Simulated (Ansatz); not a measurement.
# Time and memory for Hf₃N₄

```yaml
crystal:
  lattice:
    - [-3.305217422, 3.305217422, 3.305217422]
    - [3.305217422, -3.305217422, 3.305217422]
    - [3.305217422, 3.305217422, -3.305217422]
  atoms:
    - { symbol: Hf, position: [0.25, 0.625, 0.375] }
    - { symbol: Hf, position: [0.375, 0.25, 0.625] }
    - { symbol: Hf, position: [0.75, 0.875, 0.125] }
    - { symbol: Hf, position: [0.125, 0.75, 0.875] }
    - { symbol: Hf, position: [0.625, 0.375, 0.25] }
    - { symbol: Hf, position: [0.875, 0.125, 0.75] }
    - { symbol: "N", position: [0.1355620488, 0.1355620488, 0.1355620488] }
    - { symbol: "N", position: [0.8644379512, 0.5, 0.0] }
    - { symbol: "N", position: [0.5, 0.0, 0.3644379512] }
    - { symbol: "N", position: [0.0, 0.8644379512, 0.5] }
    - { symbol: "N", position: [0.3644379512, 0.5, 0.0] }
    - { symbol: "N", position: [0.6355620488, 0.6355620488, 0.6355620488] }
    - { symbol: "N", position: [0.0, 0.3644379512, 0.5] }
    - { symbol: "N", position: [0.5, 0.0, 0.8644379512] }
kpoints:
  mp_grid: { grid: [6, 6, 6] }
scf:
  occupations: { method: fermi_dirac, width: 0.02 }
hamiltonian:
  xc: pbe
  pseudopotentials: { kind: paw }
output:
  forces: true
  stress: true
  populations: true
  efg:
    quadrupole_moments_barn: { Hf: 3.365, "N": 0.02044 }
    contact_densities: true
  write_density: true
  write_potential: true
  elf: true
  volumetric_format: npy
relax:
  f_tol: 0.02
  max_steps: 60
```

```sh
ansatz run input.yaml --threads 4 --pin off --max-ram 8192MiB --backend cpu --events-out ev --progress --plain --runs-dir out
```

It runs on 4 threads of Arm Neoverse V1 (aarch64; 8 cores open to the job, memory cap 8.0 GiB, no GPU), a shared host with a load of 0.5 a core.

Q: Estimate the wall time and the peak memory.

A: About 35 s of wall time (2.2 min of CPU time) and 0.9 GiB. The run holds 196 valence electrons in 118 bands, about 2899 plane waves a k-point and 16 irreducible k-points, and took 19 SCF iterations, over 4 ionic steps. Times on a shared host vary by tens of per cent.
